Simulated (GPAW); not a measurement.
The system is ZnS (Wurtzite-2H).

```
CELL_PARAMETERS angstrom
3.81100 0.00000 0.00000
-1.90550 3.30042 0.00000
0.00000 0.00000 6.23400
ATOMIC_POSITIONS crystal
Zn 0.66667 0.33333 0.50000
Zn 0.33333 0.66667 0.00000
S 0.66667 0.33333 0.88500
S 0.33333 0.66667 0.38500
```

Base run:

- Program: GPAW 26.7.0
- Functional: LDA
- Potentials or basis: the program's PAW data sets (release 1.2.1) made for this functional
- Cutoff: 600 eV
- Basis: pw
- k mesh: 6 × 6 × 3
- Occupations: fermi-dirac, width 0.05 eV
- Spin: no spin polarisation

Its results: band gap on the k mesh 1.99 eV, direct; pressure -4.3 GPa; largest force 0.291 eV/Å.

Question: The run is repeated on the same cell with these changes: functional from LDA to PBE; potentials or basis from the program's PAW data sets (release 1.2.1) made for this functional to SG15 ONCV 1.2; cutoff from 600 eV to 1100 eV; valence electrons from 36 to 52. What comes out?

Answer: Band gap on the k mesh 2.25 eV, direct; pressure 2.5 GPa; largest force 0.332 eV/Å.
